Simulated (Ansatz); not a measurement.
Si₂Mo: projected DOS by orbital

```xyz
3
Lattice="-1.6000 1.6000 3.9305 1.6000 -1.6000 3.9305 1.6000 1.6000 -3.9305" Properties=species:S:1:pos:R:3 pbc="T T T"
Si    0.0000    0.0000    2.6177
Si    0.0000    0.0000    5.2433
Mo    0.0000    0.0000    0.0000
```

Atoms are numbered in the order listed.

The cell is COD entry 1010282, as deposited and not checked against the literature; nothing was relaxed. It is an old determination, and later ones may differ.

Theory: DFT, PBE, all-electron LAPW, scalar-relativistic in Ansatz 0.2.0.

The runs use a Γ-centred 16×16×16 k mesh, Fermi–Dirac smearing of 0.08 eV, basis error target 1 meV/atom, no spin polarisation.

States per eV for one atom of each kind, in 0.4 eV bins named by their centres, from the Fermi level, projected on a minimal set of Löwdin-orthogonalised atomic shells; orbitals are real harmonics on the Cartesian axes, equal curves share a column, and empty bins are left out, as is all above 3.0 eV, near the top of the computed bands.

Mo3 4d:

```
# E all dz2 dxz=dyz dx2-y2 dxy
-12.3 0.01 0.00 0.00 0.00 0.00
-11.9 0.01 0.00 0.00 0.00 0.00
-11.5 0.02 0.00 0.01 0.00 0.00
-11.1 0.03 0.00 0.01 0.00 0.01
-10.7 0.04 0.01 0.01 0.00 0.01
-10.3 0.06 0.01 0.02 0.00 0.02
-9.9 0.09 0.01 0.02 0.00 0.03
-9.5 0.11 0.02 0.02 0.00 0.06
-9.1 0.23 0.03 0.02 0.00 0.15
-8.7 0.16 0.05 0.03 0.00 0.04
-8.3 0.19 0.06 0.04 0.00 0.05
-7.9 0.18 0.05 0.05 0.00 0.03
-7.5 0.16 0.05 0.05 0.00 0.02
-7.1 0.15 0.04 0.04 0.00 0.02
-6.7 0.13 0.04 0.04 0.01 0.01
-6.3 0.20 0.05 0.04 0.03 0.03
-5.9 0.32 0.04 0.06 0.05 0.11
-5.5 0.26 0.04 0.04 0.07 0.07
-5.1 0.32 0.09 0.06 0.08 0.04
-4.7 0.19 0.03 0.05 0.05 0.01
-4.3 0.32 0.06 0.07 0.11 0.02
-3.9 0.64 0.10 0.13 0.23 0.06
-3.5 0.72 0.11 0.13 0.27 0.08
-3.1 0.96 0.23 0.17 0.30 0.10
-2.7 1.90 0.64 0.33 0.45 0.15
-2.3 2.50 0.47 0.42 0.43 0.75
-1.9 1.52 0.18 0.34 0.22 0.44
-1.5 0.81 0.08 0.25 0.04 0.21
-1.1 0.73 0.03 0.25 0.01 0.20
-0.7 0.85 0.01 0.32 0.00 0.20
-0.3 0.34 0.01 0.10 0.01 0.13
0.1 0.18 0.02 0.01 0.05 0.08
0.5 0.34 0.15 0.02 0.13 0.02
0.9 0.46 0.13 0.04 0.21 0.04
1.3 0.63 0.15 0.06 0.27 0.07
1.7 1.07 0.28 0.11 0.45 0.11
2.1 1.64 0.37 0.19 0.78 0.10
2.5 0.88 0.19 0.20 0.21 0.08
```

Si1 3p:

```
# E all pz px=py
-13.1 0.01 0.00 0.00
-12.7 0.02 0.01 0.01
-12.3 0.03 0.01 0.01
-11.9 0.05 0.02 0.02
-11.5 0.07 0.02 0.02
-11.1 0.08 0.02 0.03
-10.7 0.09 0.02 0.03
-10.3 0.09 0.02 0.04
-9.9 0.11 0.02 0.05
-9.5 0.10 0.03 0.04
-9.1 0.13 0.05 0.04
-8.7 0.14 0.08 0.03
-8.3 0.15 0.07 0.04
-7.9 0.12 0.06 0.03
-7.5 0.11 0.05 0.03
-7.1 0.10 0.04 0.03
-6.7 0.11 0.05 0.03
-6.3 0.23 0.09 0.07
-5.9 0.46 0.14 0.16
-5.5 0.36 0.13 0.12
-5.1 0.35 0.16 0.10
-4.7 0.14 0.03 0.05
-4.3 0.21 0.07 0.07
-3.9 0.29 0.09 0.10
-3.5 0.26 0.08 0.09
-3.1 0.31 0.11 0.10
-2.7 0.50 0.20 0.15
-2.3 0.80 0.28 0.26
-1.9 0.64 0.17 0.24
-1.5 0.26 0.07 0.09
-1.1 0.11 0.03 0.04
-0.7 0.06 0.02 0.02
-0.3 0.03 0.00 0.02
0.1 0.04 0.00 0.02
0.5 0.08 0.02 0.03
0.9 0.12 0.02 0.05
1.3 0.16 0.02 0.07
1.7 0.23 0.03 0.10
2.1 0.27 0.06 0.11
2.5 0.28 0.07 0.11
```

Si1 3s:

```
# E all
-13.1 0.03
-12.7 0.06
-12.3 0.08
-11.9 0.10
-11.5 0.13
-11.1 0.13
-10.7 0.13
-10.3 0.13
-9.9 0.17
-9.5 0.16
-9.1 0.24
-8.7 0.19
-8.3 0.19
-7.9 0.14
-7.5 0.11
-7.1 0.08
-6.7 0.05
-6.3 0.04
-5.9 0.03
-5.5 0.03
-5.1 0.06
-4.7 0.05
-4.3 0.07
-3.9 0.09
-3.5 0.07
-3.1 0.08
-2.7 0.08
-2.3 0.08
-1.9 0.05
-1.5 0.03
-1.1 0.02
-0.7 0.01
0.5 0.05
0.9 0.06
1.3 0.07
1.7 0.13
2.1 0.18
2.5 0.20
```

Mo3 5s:

```
# E all
-13.5 0.01
-13.1 0.06
-12.7 0.07
-12.3 0.07
-11.9 0.07
-11.5 0.06
-11.1 0.05
-10.7 0.04
-10.3 0.03
-9.9 0.03
-9.5 0.03
-9.1 0.03
-8.7 0.03
-8.3 0.02
-7.9 0.01
-7.5 0.01
-7.1 0.01
-6.7 0.02
-6.3 0.03
-5.9 0.04
-5.5 0.03
-5.1 0.03
-4.7 0.01
-4.3 0.04
-3.9 0.07
-3.5 0.05
-3.1 0.05
-2.7 0.03
-2.3 0.03
-1.9 0.01
0.9 0.01
1.3 0.01
1.7 0.02
2.1 0.03
2.5 0.03
```
